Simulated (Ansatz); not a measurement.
**Al under changes of volume**

One of the cells (16.116 Å³/atom); the others are scaled copies at fixed shape and fractional positions:

```
Al
1.0
    -1.59122    1.59122    1.59122
     1.59122   -1.59122    1.59122
     1.59122    1.59122   -1.59122
Al
1
Cartesian
  0.0000 0.0000 0.0000
```

This isn't the form of Al at room conditions, which is fcc.

* Program: Ansatz 0.2.0
* Functional: HSE06
* Dispersion: D3(BJ)-ATM
* Potentials or basis: Ansatz PAW polarizable
* Cutoff: 420 eV (not typed: the program's choice for these potentials)
* k mesh: 8 × 8 × 8
* Occupations: cold, width 0.1 eV
* Spin: no spin polarisation

| volume (Å³/atom) | energy over the lowest point (meV/atom) | pressure (GPa) |
| --- | --- | --- |
| 15.149 | 5.93 | 3.3 |
| 15.471 | 1.53 | 1.5 |
| 15.793 | 0.00 | 0.2 |
| 16.116 | 0.47 | -1.0 |
| 16.438 | 3.19 | -2.2 |
| 16.760 | ? | ? |
| 17.083 | 16.11 | -4.5 |

**Question.** What does the run at 16.760 Å³/atom give?

**Answer.** Energy over the lowest point 8.44 meV/atom; pressure -3.4 GPa.

Worked out: A Birch-Murnaghan fit of order 3 (a polynomial in V^(-2/3)) to the other rows has its minimum at 15.88 Å³/atom with B0 = V·E''(V) = 58 GPa (rough, since the energies scatter). It gives 8.53 meV/atom at 16.760 Å³/atom, against the run's 8.44, and -dE/dV = -3.2 GPa, against -3.4.

Energies are extrapolated to zero smearing.

Caveats: pairwise dispersion overbinds metals, which lowers pressure and volume; the PAW data sets come from PBE, with cores solved anew for the run's functional, which leaves a small shift of forces and pressure; the thresholds are loose for stress.
